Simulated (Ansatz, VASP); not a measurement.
# ZnO (zincite) in two plane-wave programs

Aim: how closely do two programs agree when they are given the same cell, functional and k mesh? The cell is taken from a series of VASP runs on this material, whose earlier steps may have relaxed, scaled or displaced it; both programs get it as it stands.

Method: plane waves, with VASP 6.6.1 beside it; band structure at r2SCAN with rVV10 and single point at r2SCAN with rVV10, in Ansatz 0.2.0.

## (1) The starting structure

It takes space group P6_3mc (No. 186, hexagonal). The conventional cell has a = 3.234 Å, b = 3.234 Å, c = 5.207 Å, α = 90.00°, β = 90.00°, γ = 120.00°. Nearest to Zn lie 4 O at 1.97 to 1.98 Å. Nearest to O lie 4 Zn at 1.97 to 1.98 Å. Farther neighbours and most contacts between anions are not listed.

As a file:

```cif
data_structure
_symmetry_space_group_name_H-M 'P6_3mc'
_symmetry_Int_Tables_number 186
_cell_length_a 3.2336
_cell_length_b 3.2336
_cell_length_c 5.2066
_cell_angle_alpha 90.000
_cell_angle_beta 90.000
_cell_angle_gamma 120.000
_cell_volume 47.15
loop_
_atom_site_label
_atom_site_type_symbol
_atom_site_symmetry_multiplicity
_atom_site_Wyckoff_symbol
_atom_site_fract_x
_atom_site_fract_y
_atom_site_fract_z
_atom_site_occupancy
Zn1 Zn 2 b 0.33333 0.66667 0.49943 1
O1 O 2 b 0.66667 0.33333 0.37958 1
```

## (2) VASP: band structure, r2SCAN with rVV10

Levels along a path test the potential and the projectors away from the mesh points.

Lines of VASP's logs that name or quote its potential files are left out, and so is its time.

INCAR reads:

```
SYSTEM = ZnO
PREC = Accurate
ENCUT = 520
EDIFF = 1E-06
NELM = 100
ISMEAR = 0
SIGMA = 0.05
LREAL = .FALSE.
ALGO = Normal
METAGGA = R2SCAN
LUSE_VDW = .TRUE.
IVDW_NL = 2
BPARAM = 11.95
CPARAM = 0.0093
LASPH = .TRUE.
NBANDS = 32
LORBIT = 11
LWAVE = .FALSE.
LCHARG = .FALSE.
KPAR = 4
```

POSCAR reads:

```
ZnO
1.0
    3.2335807289      0.0000000000      0.0000000000
   -1.6167903645      2.8003630564      0.0000000000
    0.0000000000      0.0000000000      5.2065965983
Zn O
2 2
Direct
    0.3333333333      0.6666666667      0.4994298289
    0.6666666667      0.3333333333      0.9994298289
    0.6666666667      0.3333333333      0.3795801711
    0.3333333333      0.6666666667      0.8795801711
```

KPOINTS reads:

```
Automatic mesh
0
Gamma
8 8 5
0 0 0
```

KPOINTS_OPT reads:

```
Line mode
16
Line-mode
Reciprocal
  0.00000000   0.00000000   0.00000000 GAMMA
  0.50000000   0.00000000   0.00000000 M

  0.50000000   0.00000000   0.00000000 M
  0.33333333   0.33333333   0.00000000 K

  0.33333333   0.33333333   0.00000000 K
  0.00000000   0.00000000   0.00000000 GAMMA

  0.00000000   0.00000000   0.00000000 GAMMA
  0.00000000   0.00000000   0.50000000 A

  0.00000000   0.00000000   0.50000000 A
  0.50000000   0.00000000   0.50000000 L

  0.50000000   0.00000000   0.50000000 L
  0.33333333   0.33333333   0.50000000 H

  0.33333333   0.33333333   0.50000000 H
  0.00000000   0.00000000   0.50000000 A

  0.50000000   0.00000000   0.50000000 L
  0.50000000   0.00000000   0.00000000 M

  0.33333333   0.33333333   0.00000000 K
  0.33333333   0.33333333   0.50000000 H
```

The projector-augmented-wave data sets are Zn and O (PBE family, release 64).

Run with:

```console
$ mpirun -np 4 vasp_std
```

Numbers of over 12 decimals in the logs are rounded to 6 here.

The log of the run:

```text
[banner, memory and clock lines left out]
running    4 mpi-ranks, on    1 nodes
 distrk:  each k-point on    1 cores,    4 groups
 distr:  one band on    1 cores,    1 groups

 POSCAR found type information on POSCAR ZnO
 POSCAR found :  2 types and       4 ions
|                                                                             |
|               ----> ADVICE to this user running VASP <----                  |
|                                                                             |
|     You have switched on vdW-DFT.                                           |
|     This routine was written and supplied by Jiri Klimes. We recommend      |
|     that you carefully read and cite the following publications:            |
|       J. Klimes, D.R. Bowler, A. Michelides                                 |
|          J. Phys.: Cond Matt. 22 022201 (2010)                              |
|       J. Klimes, D.R. Bowler, A. Michelides                                 |
|          Phys. Rev. B. 83, 195131 (2011)                                    |
|     and references therein.                                                 |
|                                                                             |

|                                                                             |
|               ----> ADVICE to this user running VASP <----                  |
|                                                                             |
|     You enforced a specific xc type in the INCAR file but a different       |
|     [... a line on the potential file left out ...]
|     I HOPE YOU KNOW WHAT YOU ARE DOING!                                     |
|                                                                             |

 LDA part: xc-table for (None), standard interpolation
 POSCAR, INCAR and KPOINTS ok, starting setup
 FFT: planning ... GRIDC
 FFT: planning ... GRID_SOFT
 FFT: planning ... GRID
 WAVECAR not read
 entering main loop
       N       E                     dE             d eps       ncg     rms          rms(c)
Total rVV10 correction in eV:      0.9957167    37.3237487
Total rVV10 correction in eV:      0.9957167    37.3237487
Total rVV10 correction in eV:      0.9957167    37.3237487
Total rVV10 correction in eV:      0.9957167    37.3237487
DAV:   1     0.279614133189E+03    0.27961E+03   -0.17601E+04  2080   0.168E+03
DAV:   2    -0.112491874362E+02   -0.29086E+03   -0.26405E+03  1944   0.387E+02
DAV:   3    -0.448581562208E+02   -0.33609E+02   -0.33116E+02  2296   0.123E+02
DAV:   4    -0.454731144883E+02   -0.61496E+00   -0.61450E+00  2096   0.175E+01
DAV:   5    -0.454753136721E+02   -0.21992E-02   -0.21992E-02  2296   0.109E+00    0.144E+01
Total rVV10 correction in eV:      1.0360182    37.3237503
Total rVV10 correction in eV:      1.0360182    37.3237503
Total rVV10 correction in eV:      1.0360182    37.3237503
Total rVV10 correction in eV:      1.0360182    37.3237503
DAV:   6    -0.349990287423E+02    0.10476E+02   -0.28111E+00  2416   0.528E+01    0.103E+01
Total rVV10 correction in eV:      1.0528301    37.3237502
Total rVV10 correction in eV:      1.0528301    37.3237502
Total rVV10 correction in eV:      1.0528301    37.3237502
Total rVV10 correction in eV:      1.0528301    37.3237502
DAV:   7    -0.352465291389E+02   -0.24750E+00   -0.33299E+00  2096   0.152E+01    0.507E+00
Total rVV10 correction in eV:      1.0519821    37.3237502
Total rVV10 correction in eV:      1.0519821    37.3237502
Total rVV10 correction in eV:      1.0519821    37.3237502
Total rVV10 correction in eV:      1.0519821    37.3237502
DAV:   8    -0.352659499883E+02   -0.19421E-01   -0.19921E-01  2824   0.472E+00    0.252E+00
Total rVV10 correction in eV:      1.0649347    37.3237502
Total rVV10 correction in eV:      1.0649347    37.3237502
Total rVV10 correction in eV:      1.0649347    37.3237502
Total rVV10 correction in eV:      1.0649347    37.3237502
DAV:   9    -0.352508336173E+02    0.15116E-01   -0.55534E-02  2080   0.204E+00    0.343E-01
Total rVV10 correction in eV:      1.0650914    37.3237502
Total rVV10 correction in eV:      1.0650914    37.3237502
Total rVV10 correction in eV:      1.0650914    37.3237502
Total rVV10 correction in eV:      1.0650914    37.3237502
DAV:  10    -0.352499375718E+02    0.89605E-03   -0.97699E-03  2680   0.115E+00    0.101E-01
Total rVV10 correction in eV:      1.0648579    37.3237502
Total rVV10 correction in eV:      1.0648579    37.3237502
Total rVV10 correction in eV:      1.0648579    37.3237502
Total rVV10 correction in eV:      1.0648579    37.3237502
DAV:  11    -0.352504298596E+02   -0.49229E-03   -0.27799E-03  2160   0.443E-01    0.847E-02
Total rVV10 correction in eV:      1.0651077    37.3237502
Total rVV10 correction in eV:      1.0651077    37.3237502
Total rVV10 correction in eV:      1.0651077    37.3237502
Total rVV10 correction in eV:      1.0651077    37.3237502
DAV:  12    -0.352502315496E+02    0.19831E-03   -0.17666E-04  2192   0.126E-01    0.237E-02
Total rVV10 correction in eV:      1.0651895    37.3237502
Total rVV10 correction in eV:      1.0651895    37.3237502
Total rVV10 correction in eV:      1.0651895    37.3237502
Total rVV10 correction in eV:      1.0651895    37.3237502
DAV:  13    -0.352502299366E+02    0.16130E-05   -0.32481E-05  2216   0.393E-02    0.991E-03
Total rVV10 correction in eV:      1.0652862    37.3237502
Total rVV10 correction in eV:      1.0652862    37.3237502
Total rVV10 correction in eV:      1.0652862    37.3237502
Total rVV10 correction in eV:      1.0652862    37.3237502
DAV:  14    -0.352502256871E+02    0.42495E-05   -0.98736E-06  2272   0.249E-02    0.544E-03
Total rVV10 correction in eV:      1.0652847    37.3237502
Total rVV10 correction in eV:      1.0652847    37.3237502
Total rVV10 correction in eV:      1.0652847    37.3237502
Total rVV10 correction in eV:      1.0652847    37.3237502
DAV:  15    -0.352502253379E+02    0.34920E-06   -0.55437E-07  1152   0.671E-03
Total rVV10 correction in eV:      1.0652801    37.3237502
Total rVV10 correction in eV:      1.0652801    37.3237502
Total rVV10 correction in eV:      1.0652801    37.3237502
Total rVV10 correction in eV:      1.0652801    37.3237502
Total rVV10 correction in eV:      1.0652949    37.3237502
Total rVV10 correction in eV:      1.0652949    37.3237502
Total rVV10 correction in eV:      1.0652949    37.3237502
Total rVV10 correction in eV:      1.0652949    37.3237502
   1 F= -.35250225E+02 E0= -.35250225E+02  d E =-.391661E-12
 Start KPOINTS_OPT (optional k-point list driver)
k-point batch [1-30\144]
       N       E                     dE             ncg
DAV:   1     0.471911617991E+04   -0.25563E+05     1992
DAV:   2    -0.404869742676E+04   -0.87678E+04     1920
DAV:   3    -0.502797058499E+04   -0.97927E+03     2328
DAV:   4    -0.504586523374E+04   -0.17895E+02     2104
DAV:   5    -0.504591793916E+04   -0.52705E-01     2336
DAV:   6    -0.504591820047E+04   -0.26131E-03     2120
DAV:   7    -0.504591820234E+04   -0.18698E-05     1920
DAV:   8    -0.504591820241E+04   -0.75285E-07     1432
[...]
k-point batch [121-144\144]
       N       E                     dE             ncg
DAV:   1     0.121160124269E+05   -0.31655E+05     1592
DAV:   2     0.510971149254E+04   -0.70063E+04     1536
DAV:   3     0.432423180362E+04   -0.78548E+03     1832
DAV:   4     0.430997011308E+04   -0.14262E+02     1720
DAV:   5     0.430992880308E+04   -0.41310E-01     1848
DAV:   6     0.430992859428E+04   -0.20880E-03     1744
DAV:   7     0.430992859273E+04   -0.15440E-05     1600
DAV:   8     0.430992859270E+04   -0.38938E-07     1120
```

From OUTCAR (step 2):

```text
ion  position               nearest neighbor table
   1  0.333  0.667  0.499-   3 1.97   3 1.97   3 1.97   4 1.98
   2  0.667  0.333  0.999-   4 1.97   4 1.97   4 1.97   3 1.98
   3  0.667  0.333  0.380-   1 1.97   1 1.97   1 1.97   2 1.98
   4  0.333  0.667  0.880-   2 1.97   2 1.97   2 1.97   1 1.98

  LATTYP: Found a hexagonal cell.
 ALAT       =     3.2335807289
 C/A-ratio  =     1.6101644075

 Subroutine GETGRP returns: Found 12 space group operations
 (whereof  6 operations were pure point group operations)

The static configuration has the point symmetry C_3v.
 The point group associated with its full space group is C_6v.

 Found     30 irreducible k-points:

   k-points           NKPTS =     30   k-points in BZ     NKDIM =     30   number of bands    NBANDS=     32

   dimension x,y,z NGX =    24 NGY =   24 NGZ =   40
   dimension x,y,z NGXF=    48 NGYF=   48 NGZF=   80

   ENCUT  =  520.0 eV  38.22 Ry    6.18 a.u.   6.01  6.01  9.68*2*pi/ulx,y,z

   NELECT =      36.0000    total number of electrons

 k-points in reciprocal lattice and weights: Automatic mesh
   0.00000000  0.00000000  0.00000000       0.003
   0.12500000  0.00000000  0.00000000       0.019
   0.25000000  0.00000000  0.00000000       0.019
   0.37500000  0.00000000  0.00000000       0.019
   0.50000000  0.00000000  0.00000000       0.009
   0.12500000  0.12500000  0.00000000       0.019
   0.25000000  0.12500000  0.00000000       0.038
   0.37500000  0.12500000  0.00000000       0.038
   0.25000000  0.25000000  0.00000000       0.019
[...]
0.25000000  0.25000000  0.40000000       0.038
   0.37500000  0.25000000  0.40000000       0.038

 average (electrostatic) potential at core
       1 -41.2520       2 -41.2520       3 -76.8583       4 -76.8583

 E-fermi :   1.1470

 k-point     1 :       0.0000    0.0000    0.0000
  band No.  band energies     occupation
    ...
     14       0.1068      2.00000
     15       0.1069      2.00000
     16       0.8236      2.00000
     17       0.9238      2.00000
     18       0.9239      2.00000
     19       2.1035      0.00000
     20       6.7590      0.00000
     21       9.7045      0.00000
     22      14.6222      0.00000
     23      14.6224      0.00000
    ...

 k-point     2 :       0.1250    0.0000    0.0000
  band No.  band energies     occupation
    ...
     14      -0.4433      2.00000
     15      -0.1055      2.00000
     16       0.1666      2.00000
     17       0.7169      2.00000
     18       0.8080      2.00000
     19       3.0773      0.00000
     20       7.4020      0.00000
     21       9.6774      0.00000
     22      13.1032      0.00000
     23      14.7970      0.00000
    ...

 k-point     3 :       0.2500    0.0000    0.0000
  band No.  band energies     occupation
    ...
     14      -1.6037      2.00000
     15      -0.7826      2.00000
     16      -0.6207      2.00000
     17       0.3919      2.00000
     18       0.5106      2.00000
     19       4.6059      0.00000
     20       8.6410      0.00000
     21       9.5758      0.00000
     22      11.1920      0.00000
     23      13.3516      0.00000
    ...

  Total       -0.0004291     -0.0004291     -0.0081665      0.0000000      0.0000000      0.0000000
  in kB       -0.0145811     -0.0145811     -0.2775189      0.0000000      0.0000000      0.0000000
  external PRESSURE =      -0.1022270 kB  Pullay stress =       0.0000000 kB

  energy-cutoff  :      520.00
  volume of cell :       47.15
      direct lattice vectors                 reciprocal lattice vectors
     3.233580729  0.000000000  0.000000000     0.309254688  0.178548277  0.000000000
    -1.616790364  2.800363056  0.000000000     0.000000000  0.357096555  0.000000000
     0.000000000  0.000000000  5.206596598     0.000000000  0.000000000  0.192064044

 POSITION                                       TOTAL-FORCE (eV/Angst)
 -----------------------------------------------------------------------------------
     -0.00000      1.86691      2.60033        -0.000000     -0.000000      0.007326
      1.61679      0.93345      5.20363         0.000000      0.000000      0.007326
      1.61679      0.93345      1.97632        -0.000000     -0.000000     -0.007326
     -0.00000      1.86691      4.57962        -0.000000      0.000000     -0.007326
 -----------------------------------------------------------------------------------
    total drift:                                0.000001      0.000001     -0.068795

  FREE ENERGIE OF THE ION-ELECTRON SYSTEM (eV)
  ---------------------------------------------------
  free  energy   TOTEN  =       -35.2502253379 eV

  energy  without entropy=      -35.2502253379  energy(sigma->0) =      -35.25022534

 total charge
# of ion       s       p       d       tot
------------------------------------------
    1        0.439   0.489   9.923  10.851
    2        0.439   0.489   9.923  10.851
    3        1.552   3.486   0.000   5.038
    4        1.552   3.486   0.000   5.038
--------------------------------------------------
tot          3.983   7.951  19.845  31.779

[... 3 further parts left out ...]
```

The run ends at a pressure of -0.01 GPa, with forces up to 0.0073 eV/Å.

(Part 1 of 2 ends here.)

[Lines on the potential files, build, host, timing and source positions are cut from VASP's logs without a mark.]

[Logs are printed without paths, hosts, clocks, repeated set-up lines and the standing remarks that a program may print on its own settings, such as how far it seeks lower states.]

[Hosts, paths, dates, database ids (printed as entryN), source tags and the programs' standing remarks are cut or masked in the printed files.]
